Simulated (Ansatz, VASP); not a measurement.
**BN in VASP and in Ansatz**

Contents of INCAR:

```
PREC = Accurate
ENCUT = 600
EDIFF = 1E-6
ISMEAR = -1
SIGMA = 0.05
LREAL = F
LASPH = T
NELM = 80
ALGO = Normal
ISIF = 3
LWAVE = F
LCHARG = F
GGA = RP
IBRION = 2
NSW = 60
EDIFFG = -0.01
```

File KPOINTS:

```
regular mesh
0
Gamma
  13 13 13
```

The input POSCAR:

```
BN
1.0
    0.0000000000      1.8130010000      1.8130010000
    1.8130010000      0.0000000000      1.8130010000
    1.8130010000      1.8130010000      0.0000000000
N B
1 1
Direct
    0.2500000000      0.2500000000      0.2500000000
    0.0000000000      0.0000000000      0.0000000000
```

Contents of input.yaml:

```yaml
crystal:
  lattice:
    - [0.0, 1.813001, 1.813001]
    - [1.813001, 0.0, 1.813001]
    - [1.813001, 1.813001, 0.0]
  atoms:
    - { symbol: "N", position: [0.25, 0.25, 0.25] }
    - { symbol: B, position: [0.0, 0.0, 0.0] }
hamiltonian:
  xc: rpbe
  pseudopotentials: { kind: paw }
kpoints:
  mp_grid: { grid: [13, 13, 13] }
scf:
  occupations: { method: fermi_dirac, width: 0.05 }
output:
  forces: true
  stress: true
  write_density: true
  write_potential: true
  elf: true
  volumetric_format: npy
relax:
  f_tol: 0.01
  max_steps: 40
  cell: { stress_tol: 0.05 }
```

The cell is a database's computed one.

Alike in both runs: task relaxation of cell and atoms; functional RPBE; k mesh 13 × 13 × 13; occupations fermi-dirac, width 0.05 eV; no spin polarisation.

```csv
,VASP,Ansatz
version,VASP 6.6.1,Ansatz 0.2.0
potentials or method,"VASP PAW PBE potentials, release 64 (N, B)",Ansatz PAW
plane-wave cutoff (eV),600,420
valence electrons in the cell,8,8
```

VASP gave:

```
gap on the k mesh at the Fermi level, each at its own relaxed structure (eV) : 4.54
relaxed volume (Å³/atom)                                                     : 6.05
relaxed cell length with the largest relative difference (Å)                 : 2.577
energy change over the relaxation (meV/atom)                                 : -1
```

Q: Estimate Ansatz's values.

A: gap on the k mesh at the Fermi level, each at its own relaxed structure (eV): 4.55; relaxed volume (Å³/atom): 6.05; relaxed cell length with the largest relative difference (Å): 2.577; energy change over the relaxation (meV/atom): -1.

Caveats: the PAW data sets were made with another functional, which shifts forces and pressure a little (VASP); an odd mesh through Γ misses points on the zone boundary, where band edges often lie (VASP); odd divisions of the mesh miss points on the zone boundary, where band edges often lie, so the gap on the mesh can be too wide (Ansatz); the plane-wave basis is chosen anew once the cell has moved, so the energies of steps on either side of that aren't comparable (Ansatz); the pressure holds a Pulay correction of +0.9 GPa for the finite cutoff (Ansatz); the PAW data sets come from PBE, with cores solved anew for the run's functional, which leaves a small shift of forces and pressure (Ansatz). Expect the measured gap to be larger: semilocal functionals such as RPBE lack the derivative discontinuity.
